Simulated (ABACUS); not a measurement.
## LiF (Griceite) under changes of volume

One of the cells (8.169 Å³/atom); the others are scaled copies at fixed shape and fractional positions:

```
F Li
1.0
     0.00000    2.01400    2.01400
     2.01400    0.00000    2.01400
     2.01400    2.01400    0.00000
F Li
1 1
Direct
  0.50000 0.50000 0.50000
  0.00000 0.00000 0.00000
```

| Quantity | Value |
| --- | --- |
| Program | ABACUS 3.10.1 |
| Functional | PBE |
| Potentials or basis | PseudoDojo NC SR 0.4.1 PBE standard |
| Cutoff | 1143 eV |
| Density cutoff | 4572 eV |
| Basis | plane waves |
| k mesh | 9 × 9 × 9 |
| Occupations | fermi-dirac, width 0.05 eV |
| Spin | no spin polarisation |

```csv
volume (Å³/atom),energy over the lowest point (meV/atom),pressure (GPa),gap on the mesh (eV)
7.679,14.04,7.0,9.69
7.842,7.90,5.1,9.49
8.006,?,?,?
8.169,1.06,1.7,9.11
8.333,0.00,0.3,8.94
8.496,0.32,-1.0,8.77
8.659,1.89,-2.1,8.61
```

What does the run at 8.006 Å³/atom give?

Energy over the lowest point 3.64 meV/atom; pressure 3.3 GPa; gap on the mesh 9.30 eV.

Worked out: A Birch-Murnaghan fit of order 3 (a polynomial in V^(-2/3)) to the other rows has its minimum at 8.37 Å³/atom with B0 = V·E''(V) = 67 GPa and B' = 4.3. It gives 3.62 meV/atom at 8.006 Å³/atom, against the run's 3.64, and -dE/dV = 3.3 GPa, against 3.3. A straight line through the other rows of the gap, of slope -9 eV per unit of ln V (its deformation potential), gives 9.31 eV, against the run's 9.30.

Energies are extrapolated to zero smearing.

Caveats: an odd mesh through Γ misses points on the zone boundary, where band edges often lie.
